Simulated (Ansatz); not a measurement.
# Pt (P-1) in Ansatz: convergence with n extra bands

Aim: find how far n extra bands must go before the results for Pt settle, at r2SCAN. This setting moves, with any that are tied to it; all else stays.

Everything below comes from runs of Ansatz 0.2.0. Logs are shortened: lines on timing, memory, paths and dates and some standing lists are left out, and cuts for length are marked.

## (1) Starting point

The typed cell holds 1 atom: a = 2.743 Å, b = 2.761 Å, c = 2.721 Å, α = 109.34°, β = 109.59°, γ = 109.30°.

This isn't the form of Pt at room conditions, which is fcc.

## (2) With n extra bands 1

Input file input.yaml:

```yaml
crystal:
  lattice:
    - [-1.5821724, 1.58498199, 1.58465529]
    - [1.60291519, -1.57977957, 1.60019566]
    - [1.56748235, 1.56508952, -1.57945287]
  atoms:
    - { symbol: Pt, position: [0.0, 0.0, 0.0] }
hamiltonian:
  xc: r2scan
  pseudopotentials: { kind: paw, source: jth }
kpoints:
  mp_grid: { grid: [9, 8, 9] }
scf:
  occupations: { method: fermi_dirac, width: 0.1 }
  n_extra_bands: 1
output:
  forces: true
  stress: true
  eigenvalues: true
```

Potentials or basis: JTH PAW.

Launch:

```
$ ansatz run input.yaml --threads 2 --pin off --max-ram 5632MiB --backend cpu --events-out ev --progress --plain --runs-dir out
```

Output:

```text
Warning: the checks of this Pt dataset prove no rule for summing its radial tables, as where they were carried onto another mesh than they were made on, and Gregory's rule is taken, under which a leading mesh point left out moves its sums only by what lay on the interval it spanned. That does not make them correct, and they differ from Quantum ESPRESSO's on this file; a re-export a fraction of a mesh step off can move them. hamiltonian.pseudopotentials.radial_quadrature: simpson_from_first_knot sums it by `pw.x`'s rule; on a PAW file no value gives `pw.x`'s numbers. What more to know: hamiltonian.pseudopotentials.radial_quadrature, in the input reference
Warning: RAYON_NUM_THREADS=2 ignored (pool sized by the plan → 2); use --threads N
scf.n_extra_bands = 1 over 5 filled bands (N_el = 10.0): the run solves 6 bands
Engine: ansatz 0.2.0, aarch64-unknown-linux-gnu
Pseudopotentials: kind: paw
Pseudopotential: Pt, paw, valence charge 10, recommended cutoff 750 eV (normal), Pt.paw.azcp
Functional definition: r2SCAN
  parameter k0 = 0.174
  parameter k1 = 0.065
  parameter a1 = 4.9479
  exchange = r2scan_x(k0 = k0, k1 = k1, a1 = a1)
  correlation = r2scan_c
Crystal: 1 atoms, lattice volume = 15.902 Å³
Basis set: ecut = 750 eV, 733 PW (Γ), exchange–correlation on 100×100×100 points (64 copies of the dense FFT grid, shifted against one another)
Bands: 6, of which v1, the nominal top of the filled ones, is band 5 counted from 1 (4 counted from 0)
Symmetry: 2 space group operations
Space group: P-1 (ITA 2), of the structure as read, at distance tolerance 2.5e-5 Å
k-points: 325 of 648
Non-local potential: Pt, projectors of the file, l = 0: 2, l = 1: 2, l = 2: 2
PAW form: soft (Blöchl's): semilocal exchange-correlation on the pseudo side does not see the compensation charge
PAW frozen core: Pt, regenerated for the run's functional (the file was generated under x = pbe(κ = 0.804, μ = 0.2195149727645171), c = pbe(β = 0.06672455060314922))
PAW one-centre angular grid: Pt, 590 points (default); XC on 160 Gauss nodes
Initial density: superposition of atomic densities (chi_scale 0.1, normalization cell)
Initial wavefunctions: pseudopotential atomic-orbital guess
Functional: x = r2scan, c = r2scan; τ floored in thin density (d = 2e-4 eV/Å³)
SCF iter   1: F=—  HF=-10181.713468 eV  |F-HF|=—  |Δ(HF+E_count)|=         —  Δρ=5.39e-2  dr2=3.83e-1  dr2_τ=1.49e-2  ethr=3.10e-3  ⟨swp⟩=8.5  Hψ=26388  notcnv=0
preconditioner: auto → none  [metal: Δε(μ)=0.030 eV  Ē_g=5.668 eV  σ=0.100 eV  W_gap=0.08  n_scr=0 (ndim 8)  ℏωp=29.4 eV  f_vac=0.000  D(μ)=1.07/eV (n_scr^D=12)]
SCF iter   2: F=—  HF=-10181.653100 eV  |F-HF|=—  |Δ(HF+E_count)|=   6.04e-2  Δρ=1.82e-2  dr2=1.58e-2  dr2_τ=2.32e-2  ethr=3.10e-3  ⟨swp⟩=2.4  Hψ=5426  notcnv=0
SCF iter   3: F=—  HF=-10181.650964 eV  |F-HF|=—  |Δ(HF+E_count)|=   2.14e-3  Δρ=7.69e-3  dr2=6.44e-3  dr2_τ=4.15e-3  ethr=1.58e-4  ⟨swp⟩=2.1  Hψ=3865  notcnv=0
SCF iter   4: F=—  HF=-10181.649464 eV  |F-HF|=—  |Δ(HF+E_count)|=   1.50e-3  Δρ=8.51e-4  dr2=1.10e-4  dr2_τ=2.31e-5  ethr=6.44e-5  ⟨swp⟩=2.5  Hψ=3697  notcnv=0
SCF iter   5: F=—  HF=-10181.649458 eV  |F-HF|=—  |Δ(HF+E_count)|=   5.74e-6  Δρ=3.53e-4  dr2=1.34e-5  dr2_τ=6.33e-6  ethr=1.10e-6  ⟨swp⟩=2.2  Hψ=3804  notcnv=0
SCF iter   6: F=—  HF=-10181.649458 eV  |F-HF|=—  |Δ(HF+E_count)|=   1.64e-7  Δρ=1.62e-4  dr2=2.71e-6  dr2_τ=4.91e-7  ethr=1.34e-7  ⟨swp⟩=2.6  Hψ=3588  notcnv=0
SCF iter   7: F=—  HF=-10181.649457 eV  |F-HF|=—  |Δ(HF+E_count)|=   4.83e-7  Δρ=4.72e-5  dr2=2.86e-7  dr2_τ=2.15e-8  ethr=2.71e-8  ⟨swp⟩=2.4  Hψ=3635  notcnv=0
SCF iter   8: F=-10181.649457 eV  HF=-10181.649457 eV  |F-HF|=3.53e-10  |Δ(HF+E_count)|=   6.51e-8  Δρ=5.01e-6  dr2=1.37e-9  dr2_τ=5.22e-9  ethr=1.00e-9  ⟨swp⟩=6.7  Hψ=12874  notcnv=0
SCF 1 converged in 8 iterations: F = -10181.649457 eV  dr2 = 1.37e-9
SCF converged after 8 iterations
Free energy (F): -10181.649457 eV
Harris-Foulkes:  -10181.649457 eV  (|F-HF|=3.53e-10)
Internal energy: -10181.613478 eV  (E = F + TS)
E sigma→0 (E₀):  -10181.631467 eV
Entropy (-TS):   -0.035979 eV (-35.979 meV/atom)
Fermi energy:    15.991547 eV
--- Per-component energies (eV) ---
  E_band       = 128.210121
  E_kinetic    = 226.099735
  E_local      = -181.308934  (includes V_loc(G=0)·N_el)
  E_nonlocal   = 192.014745
  E_hartree    = 61.398714
  E_xc         = -72.722135
  E_vxc        = -95.697553  (∫ρ·V_xc dr)
  E_paw        = -9581.012196  (= ΣΔE_a)
  E_vpaw       = -141.912410  (= ΣTr[D̂ρ^β])
  E_aug_tail   = 0.000062  (compensation charges beyond the density's cutoff)
  E_vtau       = 6.216422  (kinetic-family band-sum trace: ∫τ·v_τ [+ j·A + Jᵃ·Aᵃ] dr)
  E_ewald      = -826.965755
  E_core_change = 0.882287  (= ΣΔE_core)
  E_smearing   = -0.035979  (= −TS)
  E_closure    = -0.000000  (closes the sum)
  Σ components = -10181.649457   (vs F -10181.649457, Δ=0.00e0)
--- Forces (eV/Å), atoms counted from 1 ---
  atom   1  Pt     0.00000000     0.00000000     0.00000000
  max |Σ_I F_I| component: 0.00e0 eV/Å
--- Stress (GPa, compression-positive) ---
       -5.218872       1.308365      -0.881765
        1.308370      -5.017848      -0.624572
       -0.881766      -0.624577      -4.612826
  P = ⅓ Tr σ = -4.9498 GPa (-49.498 kbar)
--- Band table (eV; the first three rows and the last of 325) ---
  k-point 0: bands = ["6.4328", "12.3430", "12.4746", "12.5929", "14.8845", "14.9816"]
  k-point 1: bands = ["6.9507", "12.3044", "12.5059", "12.8289", "14.7343", "14.9111"]
  k-point 2: bands = ["8.2740", "11.8388", "12.5304", "13.9846", "14.5029", "14.9740"]
  k-point 324: bands = ["10.2875", "11.3069", "11.8465", "14.9001", "15.1102", "17.5777"]
```

It took 6.9 s on 2 threads of Arm Neoverse V2, shared host; peak memory 0.41 GiB.

What came out:

* Free energy: -10181.6495 eV
* Pressure: -4.9 GPa
* Band gap on the k mesh: none (metal or under the smearing width)

## (3) With n extra bands 2

Changes to input.yaml since step 2:

```diff
@@ -14,3 +14,3 @@
   occupations: { method: fermi_dirac, width: 0.1 }
-  n_extra_bands: 1
+  n_extra_bands: 2
 output:
```

Potentials or basis: JTH PAW.

Launch:

```
$ ansatz run input.yaml --threads 2 --pin off --max-ram 5632MiB --backend cpu --events-out ev --progress --plain --runs-dir out
```

Run time: 6.6 s. Hardware: 2 threads of Arm Neoverse V2, shared host; peak memory 0.41 GiB.

What came out:

- Free energy: -10181.6495 eV
- Pressure: -4.9 GPa
- Band gap on the k mesh: none (metal or under the smearing width)

## (4) With n extra bands 4

Changes to input.yaml since step 3:

```diff
@@ -14,3 +14,3 @@
   occupations: { method: fermi_dirac, width: 0.1 }
-  n_extra_bands: 2
+  n_extra_bands: 4
 output:
```

Launch:

```
$ ansatz run input.yaml --threads 2 --pin off --max-ram 5632MiB --backend cpu --events-out ev --progress --plain --runs-dir out
```

Wall time 7.3 s (2 threads of Arm Neoverse V2, shared host); peak memory 0.42 GiB.

What came out:

- Free energy: -10181.6495 eV
- Pressure: -4.9 GPa
- Band gap on the k mesh: none (metal or under the smearing width)

## (5) With n extra bands 8

Changes to input.yaml since step 4:

```diff
@@ -14,3 +14,3 @@
   occupations: { method: fermi_dirac, width: 0.1 }
-  n_extra_bands: 4
+  n_extra_bands: 8
 output:
```

Launch:

```
$ ansatz run input.yaml --threads 2 --pin off --max-ram 5632MiB --backend cpu --events-out ev --progress --plain --runs-dir out
```

Run time: 8.6 s. Hardware: 2 threads of Arm Neoverse V2, shared host; peak memory 0.45 GiB.

Results (log left out):

```yaml
Free_energy: -10181.6495 eV
Pressure: -4.9 GPa
Band_gap_on_the_k_mesh: none (metal or under the smearing width)
```

## (6) With n extra bands 16

Changes to input.yaml since step 5:

```diff
@@ -14,3 +14,3 @@
   occupations: { method: fermi_dirac, width: 0.1 }
-  n_extra_bands: 8
+  n_extra_bands: 16
 output:
```

Potentials or basis: JTH PAW.

Launch:

```
$ ansatz run input.yaml --threads 2 --pin off --max-ram 5632MiB --backend cpu --events-out ev --progress --plain --runs-dir out
```

Run time: 11 s. Hardware: 2 threads of Arm Neoverse V2, shared host; peak memory 0.5 GiB.

It converged, with:

```yaml
Free_energy: -10181.6495 eV
Pressure: -4.9 GPa
Band_gap_on_the_k_mesh: none (metal or under the smearing width)
```

## (7) With n extra bands 32

Changes to input.yaml since step 6:

```diff
@@ -14,3 +14,3 @@
   occupations: { method: fermi_dirac, width: 0.1 }
-  n_extra_bands: 16
+  n_extra_bands: 32
 output:
```

Launch:

```
$ ansatz run input.yaml --threads 2 --pin off --max-ram 5632MiB --backend cpu --events-out ev --progress --plain --runs-dir out
```

Run time: 16 s. Hardware: 2 threads of Arm Neoverse V2, shared host; peak memory 0.6 GiB.

The run converged. Its results:

```
Free energy            : -10181.6495 eV
Pressure               : -4.9 GPa
Band gap on the k mesh : none (metal or under the smearing width)
```

## (8) The series at a glance

```
n extra bands  energy less the tightest run, at zero smearing (meV/atom)  SCF cycles  CPU time (s)  peak memory (GiB)
            1                                                       0.00           8            14               0.41
            2                                                       0.00           8            13               0.41
            4                                                       0.00           8            14               0.42
            8                                                       0.00           8            17               0.45
           16                                                       0.00           8            22                0.5
           32                                                       0.00           8            32                0.6
```

Against the tightest run, the energy stays within 1 meV/atom from 1 on. The tightest run that finished is the yardstick and may itself not be fully converged.
